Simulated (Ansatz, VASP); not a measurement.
# Ag in VASP and in Ansatz

Contents of INCAR:

```
SYSTEM = Ag
PREC = Accurate
ENCUT = 520
EDIFF = 1E-6
ISMEAR = -1
SIGMA = 0.1
LREAL = .FALSE.
LASPH = .TRUE.
NELM = 60
ALGO = Normal
ISIF = 2
LWAVE = .FALSE.
LCHARG = .FALSE.
GGA = PS
NBANDS = 12
```

The input KPOINTS:

```
Automatic mesh
0
G
  16 16 16
  0 0 0
```

POSCAR

```
Ag
1.0
    0.0000000000      2.0271489574      2.0271489574
    2.0271489574      0.0000000000      2.0271489574
    2.0271489574      2.0271489574      0.0000000000
Ag
1
Direct
    0.0000000000      0.0000000000      0.0000000000
```

Input for Ansatz:

```yaml
crystal:
  lattice:
    - [0.0, 2.02714895742, 2.02714895742]
    - [2.02714895742, 0.0, 2.02714895742]
    - [2.02714895742, 2.02714895742, 0.0]
  atoms:
    - { symbol: Ag, position: [0.0, 0.0, 0.0] }
kpoints:
  mp_grid: { grid: [16, 16, 16] }
scf:
  occupations: { method: fermi_dirac, width: 0.1 }
hamiltonian:
  xc: pbesol
  pseudopotentials: { kind: all_electron, lapw: { basis_error: 0.001 } }
output:
  forces: true
  stress: true
  eigenvalues: true
  eigenstates:
    nscf_kmesh: { grid: [24, 24, 24] }
    de_dk: true
    e_range: [-14, 14]
  optics:
    e_range: [0, 30]
    de: 0.2
    sigma: 0.15
    bands: { spectra_wanted_up_to: 30 }
    nscf_kmesh: { grid: [24, 24, 24] }
    drude_damping: 0.1
checkpoint:
  write: ck
  write_wavefunctions: false
```

Alike in both runs: task single point; functional PBEsol; k mesh 16 × 16 × 16; occupations fermi-dirac, width 0.1 eV; no spin polarisation.

|  | VASP | Ansatz |
| --- | --- | --- |
| version | VASP 6.6.1 | Ansatz 0.2.0 |
| potentials or method | VASP PAW PBE potentials, release 64 (Ag) | all-electron LAPW, scalar-relativistic |
| plane-wave cutoff (eV) | 520 | see its input |

```tsv
	VASP	Ansatz	Ansatz less VASP
pressure (GPa)	-0.2	0.0	+0.20
```

Ansatz ran all-electron here, so the differences hold the error of VASP's frozen core and of both bases. Ansatz warned: «optics_on_partly_filled_bands».

Caveats: the PAW data sets were made with another functional, which shifts forces and pressure a little (VASP).
